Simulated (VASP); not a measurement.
Here is a VASP 6.6.1 calculation.

Contents of run.py:

```python
from ase.calculators.vasp import Vasp
from ase.dft.bandgap import bandgap
from ase.io import read

atoms = read('POSCAR')
atoms.set_initial_magnetic_moments([4.0, -4.0, 0.0, 0.0])
calc = Vasp(
    directory='calc',
    xc='lda',
    pp='LDA',
    setups={'base': 'minimal', 'Mn': '_GW', 'S': '_GW'},
    prec='Accurate',
    encut=550,
    ediff=1e-06,
    ismear=0,
    sigma=0.05,
    lreal=False,
    lasph=True,
    nelm=120,
    algo='Fast',
    isif=2,
    lwave=False,
    lcharg=True,
    ispin=2,
    lorbit=11,
    lmaxmix=4,
    ldautype=2,
    ldauprint=1,
    ldau_luj={'Mn': {'L': 2, 'U': 3, 'J': 0}},
    kpts=[8, 8, 4],
    gamma=True,
    nbands=25,
)
atoms.calc = calc

print('energy (eV):', atoms.get_potential_energy())
print('free energy (eV):', atoms.get_potential_energy(force_consistent=True))
efermi = calc.get_fermi_level()
print('Fermi level (eV):', efermi)
path = atoms.cell.bandpath(npoints=60, eps=1e-4)
print('path:', path.path)
calc.set(kpts=path.kpts, reciprocal=True, icharg=11, isym=0, lcharg=False)
calc.calculate(atoms)
print('gap on the path (eV):', bandgap(calc, efermi=efermi)[0])
print('direct gap on the path (eV):', bandgap(calc, efermi=efermi, direct=True)[0])
```

File POSCAR:

```
MnS
1.0
    3.9535769233      0.0000000000      0.0000000000
   -1.9767884617      3.4238980514      0.0000000000
    0.0000000000      0.0000000000      6.3425288600
Mn S
2 2
Direct
    0.6666666667      0.3333333333      0.4988446700
    0.3333333333      0.6666666667      0.9988446700
    0.3333333333      0.6666666667      0.6261543000
    0.6666666667      0.3333333333      0.1261543000
```

Potentials or basis: VASP PAW LDA potentials, release 64 (Mn_GW, S_GW).

Run with:

```console
$ python run.py
```

Estimate the net moment.

0.00 μB per cell.

What does it give for the band gap along the path?

1.72 eV, indirect (least direct gap 2.24 eV).

Levels at the corners of the path, in eV from the Fermi level:
Spin up:
```csv
point,band 11,band 12,band 13,band 14,band 15,band 16
Γ,-1.02,-0.29,-0.29,1.95,2.25,2.25
M,-2.62,-1.97,-1.26,1.59,2.15,2.45
K,-2.45,-2.19,-2.06,1.45,2.11,2.29
Γ,-1.02,-0.29,-0.29,1.95,2.25,2.25
A,-1.54,-0.29,-0.29,2.35,2.35,2.83
L,-2.46,-1.35,-1.25,1.65,2.08,2.47
H,-2.34,-1.91,-1.28,1.44,2.00,2.50
A,-1.54,-0.29,-0.29,2.35,2.35,2.83
L,-2.46,-1.35,-1.25,1.65,2.08,2.47
M,-2.62,-1.97,-1.26,1.59,2.15,2.45
K,-2.45,-2.19,-2.06,1.45,2.11,2.29
H,-2.34,-1.91,-1.28,1.44,2.00,2.50
```
Spin down:
```tsv
point	band 10	band 11	band 12	band 13	band 14	band 15	band 16	band 17
Γ	-2.36	-1.02	-0.29	-0.29	1.95	2.25	2.25	2.98
M	-2.91	-2.62	-1.97	-1.26	1.59	2.15	2.45	2.57
K	-2.97	-2.45	-2.19	-2.06	1.45	2.11	2.29	2.54
Γ	-2.36	-1.02	-0.29	-0.29	1.95	2.25	2.25	2.98
A	-2.30	-1.54	-0.29	-0.29	2.35	2.35	2.83	3.32
L	-2.53	-2.46	-1.35	-1.25	1.65	2.08	2.47	2.54
H	-3.18	-2.34	-1.91	-1.28	1.44	2.00	2.50	2.55
A	-2.30	-1.54	-0.29	-0.29	2.35	2.35	2.83	3.32
L	-2.53	-2.46	-1.35	-1.25	1.65	2.08	2.47	2.54
M	-2.91	-2.62	-1.97	-1.26	1.59	2.15	2.45	2.57
K	-2.97	-2.45	-2.19	-2.06	1.45	2.11	2.29	2.54
H	-3.18	-2.34	-1.91	-1.28	1.44	2.00	2.50	2.55
```

Caveat: the log is that of the step along the path at fixed density, whose energy, stress, charges and moments have no meaning. The state reached can hang on the start; a lower one may exist.
